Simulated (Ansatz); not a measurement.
A (211) slab of Si₂W (I4/mmm (No. 139)), 24 planes, outer planes Si (top) and Si (bottom), with 24 atoms (Si16W8) in a surface cell of A = 28.492 Å², as cut from the bulk:

```
CELL_PARAMETERS angstrom
4.51489 0.00000 0.00000
1.08875 6.31060 0.00000
0.00000 0.00000 25.83277
ATOMIC_POSITIONS crystal
Si 0.09925 0.61397 0.29033
W 0.64585 0.41965 0.30864
Si 0.19245 0.22534 0.32694
Si 0.74511 0.03362 0.34500
W 0.29170 0.83930 0.36331
Si 0.83830 0.64499 0.38162
Si 0.39096 0.45327 0.39968
W 0.93755 0.25895 0.41799
Si 0.48415 0.06464 0.43629
Si 0.03681 0.87292 0.45436
W 0.58341 0.67860 0.47266
Si 0.13000 0.48429 0.49097
Si 0.68266 0.29257 0.50903
W 0.22926 0.09825 0.52734
Si 0.77585 0.90394 0.54564
Si 0.32851 0.71222 0.56371
W 0.87511 0.51790 0.58201
Si 0.42171 0.32359 0.60032
Si 0.97436 0.13187 0.61838
W 0.52096 0.93755 0.63669
Si 0.06756 0.74324 0.65500
Si 0.62021 0.55152 0.67306
W 0.16681 0.35720 0.69136
Si 0.71341 0.16289 0.70967
```

All numbers below come from DFT r2SCAN, scalar-relativistic, plane waves, PAW in Ansatz 0.2.0. Cutoff 500 eV; k points 8×6×1 on the computed 24-atom cell (Γ-centred); Gaussian smearing, width 0.10 eV; no spin polarisation. The cell repeats along c with a dipole correction in the vacuum.

Against the same 24 atoms in the bulk, the slab as cut lies 9.528 eV higher and the relaxed slab 8.802 eV higher.

Q: Work out the surface energy before and after relaxation.

A: The slab has two faces, so γ = (E_slab − N·E_bulk)/(2A), the mean of both. As cut: 9.528/(2 × 28.492) = 0.1672 eV/Å², and 1 eV/Å² = 16.02 J/m², so γ = 2.68 J/m². Relaxed: 8.802/(2 × 28.492) = 0.1545 eV/Å² = 2.47 J/m². Relaxation recovers 8 % of the cost of cutting.

Q: What is the ideal work of this cut, per area?

A: Griffith's ideal work is 2γ: 5.36 J/m² if the new faces stay rigid, 4.95 J/m² if they relax. Other cuts parallel to this plane can cost less. One thickness was run, 24 planes, so γ can still shift with it.